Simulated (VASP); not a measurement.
Runs of VASP 6.6.1 on LiF (Griceite). The structure is cubic, space group Fm-3m (No. 225). The conventional cell has a = 4.028 Å, b = 4.028 Å, c = 4.028 Å, α = 90.00°, β = 90.00°, γ = 90.00°. Around F (site symmetry m-3m) lie 6 Li at 2.01 Å. Li (site symmetry m-3m) has 6 F at 2.01 Å as nearest neighbours. 

```csv
level,exchange at q = 0,screening parameter,share of exact exchange,gap on the mesh (eV)
PBE0,truncated,-,-,12.14
HSE03,-,-,-,(a)
HSE06,-,0.2 1/A,-,11.41
r2SCAN-EpsX,truncated,-,0.4861,15.43
```

Alike in all rows: task band structure; potentials or basis VASP PAW PBE potentials, release 64 (F, Li_sv); no spin polarisation; cell as given; k mesh 8 × 8 × 8; cutoff (eV) 520; smearing gaussian 0.02 eV.

Question: Estimate the missing entries.

Answer: (a) 11.10.

